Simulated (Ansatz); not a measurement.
Mg2Si

**What was measured.** A cell as deposited of cubic Mg2Si (space group Fm-3m), temperature not stated, from the Crystallography Open Database (1975), has a = 6.350 Å and 21.34 Å³/atom.

The computed numbers are results of PBE, scalar-relativistic (no spin polarisation) in the plane-wave PAW code Ansatz at 420 eV, 10×10×10 k-mesh, Gaussian smearing of 0.05 eV. The datasets are Ansatz's generated set soft_2.

```xyz
3
Lattice="0.0000 3.1825 3.1825 3.1825 0.0000 3.1825 3.1825 3.1825 0.0000" Properties=species:S:1:pos:R:3 pbc="T T T"
Mg    1.5912    1.5912    1.5912
Mg    4.7737    4.7737    4.7737
Si    0.0000    0.0000    0.0000
```

The chain of runs began from a cell as deposited in COD, expanded in volume.

The cell above was scaled in volume, its shape and atoms being fixed by the lattice's symmetry. Energies are counted from the cell above.

The cell is relaxed to zero pressure at this level.

```csv
V (Å³/atom),ΔE (meV/atom),P (GPa),gap on the mesh (eV)
20.63,6.2,2.4,0.17
21.06,1.5,1.1,0.19
21.49,0.0,0.0,0.22
21.92,1.4,-1.0,0.24
22.35,5.4,-2.0,0.26
```

(1) What do the points give for the equilibrium volume, the bulk modulus and its pressure derivative (third-order Birch–Murnaghan)?

Answer:

(1) V0 = 21.49 Å³/atom, B0 = 54 GPa, B0′ = 4.1.

B0·V0 = 54.0 GPa × 21.49 Å³ = 7.25 eV/atom sets the scale: near the minimum ΔE ≈ ½ B0 V0 x², with x = V/V0 − 1, and a pressure of 0.5 GPa squeezes the volume by about 1 %. At the ends of the curve: x = −4.0 % predicts 5.8 meV/atom and the run gives 6.2; x = +4.0 % predicts 5.8 meV/atom and the run gives 5.4. Compression costs more and expansion less than the parabola says, since the crystal stiffens as it shrinks; B0′ measures that.

**Against experiment.** PBE gives 6.365 Å and 21.49 Å³/atom, +0.7 % in volume (+0.2 % in length) from the database's cell. PBE usually overestimates volumes by a few per cent. The static lattice also lacks zero-point motion and thermal expansion, roughly 1.1 to 2.7 % in volume at 300 K (room temperature assumed) by Grüneisen's rule, γ·3k_BT/(B0·V0) with γ of 1 to 2.5, so its own overestimate is larger than the figure.
